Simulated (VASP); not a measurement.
Here is a VASP 6.6.1 calculation.

File INCAR:

```
SYSTEM = TiB5
  PREC = Accurate
  ENCUT = 520
  EDIFF = 1E-7
  ISMEAR = 0
  SIGMA = 0.1
  LREAL = .False.
  LASPH = .True.
  NELM = 100
  ALGO = Normal
  ISIF = 2
  LWAVE = .False.
  LCHARG = .False.
  GGA = PE
  NBANDS = 22
```

The input KPOINTS:

```
regular mesh
0
Gamma
  6 6 6
  0 0 0
```

Contents of POSCAR:

```
TiB5
1.0
    4.1646889892     -0.0000000028      0.0000000000
   -2.0823444922      3.6067264649      0.0000000000
    0.0000000000      0.0000000000      2.8869628635
Ti B
1 5
Direct
    0.0000000000      0.0000000000      0.0000000000
    0.0000000000      0.5000000000      0.5000000000
    0.3333333333      0.6666666667      0.0000000000
    0.6666666667      0.3333333333      0.0000000000
    0.5000000000      0.0000000000      0.5000000000
    0.5000000000      0.5000000000      0.5000000000
```

Potentials or basis: VASP PAW PBE potentials, release 64 (Ti_sv, B).

Run with:

```console
$ cat potpaw_PBE.64/Ti_sv/POTCAR potpaw_PBE.64/B/POTCAR > POTCAR
$ mpirun -np 1 vasp_std > vasp.out
```

(1) Estimate the band gap on the k mesh.

(2) What does it give for the pressure?

Results:

(1) none (metal or under the smearing width).

(2) -0.1 GPa.

Caveat: the k mesh is coarse (spacing up to 0.36 Å⁻¹), so the values aren't converged.
